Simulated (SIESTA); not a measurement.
Runs of SIESTA 5.4.2 on Ca. The cell holds a slab with vacuum, 4 atoms: a = 3.926 Å, b = 3.926 Å, c = 24.764 Å, α = 90.00°, β = 90.00°, γ = 119.72°. The slab is cut from a database's or a generator's crystal, which needn't be the stable form of the element.

```csv
potentials or basis,gap on the mesh (eV),largest force (eV/Å),work function (eV)
"PseudoDojo 0.4 stringent (PBE files), DZP (energy shift 0.003 Ry; two zetas on semicore shells; d shell added on Ca)",none,0.12,2.87
"PseudoDojo 0.5 standard (PBE files), DZP (energy shift 0.003 Ry; two zetas on semicore shells; d shell added on Ca)",none,0.12,2.87
"PseudoDojo 0.4 standard (PBE files), DZP (energy shift 0.003 Ry; two zetas on semicore shells; d shell added on Ca)",none,0.12,2.87
"SPMS 1.0 (PBE files) or PseudoDojo by element, DZP (energy shift 0.003 Ry; two zetas on semicore shells; d shell added on Ca)",none,0.14,2.72
"SG15 1.2 (PBE files) or PseudoDojo by element, DZP (energy shift 0.003 Ry; two zetas on semicore shells; d shell added on Ca)",none,(a),2.52
```

Alike in all rows: task single point; level PBE; no spin polarisation; cell as given; k mesh 8 × 8 × 1; smearing fermi-dirac 0.05 eV; grid cutoff 800 Ry; energy shift 0.003 Ry.

Question: Estimate the missing entries.

Answer: (a) 0.15.

Caveats: the basis of atomic orbitals isn't converged, which shifts pressures, moduli and gaps.

A gap of «none» marks a metal or a gap under the smearing width.
